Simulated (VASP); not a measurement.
**BeTe in VASP: one cell, several levels of theory**

What does VASP give for BeTe in the zincblende structure, under -0.5 % equal strain in all directions, the cell held fixed? Runs: PBE, r2SCAN. The results are then set beside those of Ansatz 0.2.0 for the same cell.

Code: VASP 6.6.1. PAW datasets, plane waves. Calculated at 0 K for a non-magnetic cell.

**1. Starting point**

The cell comes from an earlier relaxation with r2SCAN in another program.

The symmetry is F-43m (No. 216, cubic); conventional cell a = 5.629 Å, 22.29 Å³ an atom. Be has 4 Te at 2.44 Å; Te has 4 Be at 2.44 Å.

As a file:

Space group F-43m (No. 216). a = 5.629 Å, b = 5.629 Å, c = 5.629 Å, α = 90.00°, β = 90.00°, γ = 90.00°
| atom | site | symmetry | x | y | z |
| --- | --- | --- | --- | --- | --- |
| Be | 4a | -43m | 0.0000 | 0.0000 | 0.0000 |
| Te | 4d | -43m | 0.2500 | 0.2500 | 0.7500 |

**2. PBE at this geometry**

File INCAR:

```
ENCUT = 520.000000
SIGMA = 0.020000
EDIFF = 1.00e-07
GGA = PE
PREC = Accurate
IBRION = -1
ISIF = 2
ISMEAR = -1
NBANDS = 11
NELM = 120
NSW = 0
LASPH = .TRUE.
LCHARG = .TRUE.
LELF = .TRUE.
LWAVE = .FALSE.
LREAL = .FALSE.
```

File KPOINTS:

```
KPOINTS created by Atomic Simulation Environment
0
Gamma
8 8 8
0 0 0
```

File KPOINTS_OPT:

```
special points
7
Reciprocal
0.0000000000 0.0000000000 0.0000000000 1
-0.5000000000 -0.5000000000 0.0000000000 1
-0.3750000000 -0.3750000000 0.2500000000 1
-0.3750000000 0.0000000000 0.3750000000 1
0.0000000000 0.0000000000 0.5000000000 1
-0.5000000000 -0.2500000000 0.2500000000 1
0.0000000000 0.5000000000 0.5000000000 1
```

File POSCAR:

```
Be Te
 1.0000000000000000
     0.0000000000000000    2.8144805042000001    2.8144805042000001
     2.8144805042000001    0.0000000000000000    2.8144805042000001
     2.8144805042000001    2.8144805042000001    0.0000000000000000
 Be  Te
   1   1
Cartesian
  0.0000000000000000  0.0000000000000000  0.0000000000000000
  1.4072402521000000  1.4072402521000000  1.4072402521000000
```

The run uses the recommended PBE PAW datasets (8 valence electrons a neutral cell).

Run with:

```
> mpirun -np 1 vasp_std
```

**3. r2SCAN**

File INCAR:

```
ENCUT = 520.000000
SIGMA = 0.010000
EDIFF = 1.00e-07
ALGO = Normal
METAGGA = R2SCAN
PREC = Accurate
IBRION = -1
ISIF = 2
ISMEAR = 0
NBANDS = 11
NELM = 120
NSW = 0
LASPH = .TRUE.
LCHARG = .FALSE.
LWAVE = .FALSE.
LREAL = .FALSE.
```

KPOINTS is that of step 2.

KPOINTS_OPT is that of step 2.

POSCAR is that of step 2.

Q: Predict the outcome of this session. Wanted: for each run, gap; pressure; Ansatz: gap; Ansatz: pressure.

As calculated:

| level | gap (eV) | pressure (GPa) | Ansatz: gap (eV) | Ansatz: pressure (GPa) |
| --- | --- | --- | --- | --- |
| PBE | 1.97 | 1.23 | 1.98 | 1.09 |
| r2SCAN | 2.33 | 1.11 | 2.34 | 0.92 |

In words: The gap runs from 1.97 eV (PBE) to 2.33 eV (r2SCAN). Spin-orbit coupling is left out, though the cell holds Te (Z = 52); in an element this heavy it can shift bands and gaps by tenths of an eV. The two programs agree on the gap within 0.02 eV, far less than the spread between functionals. Datasets and cutoffs are each program's own. VASP's cell holds 8 valence electrons and Ansatz's 18.
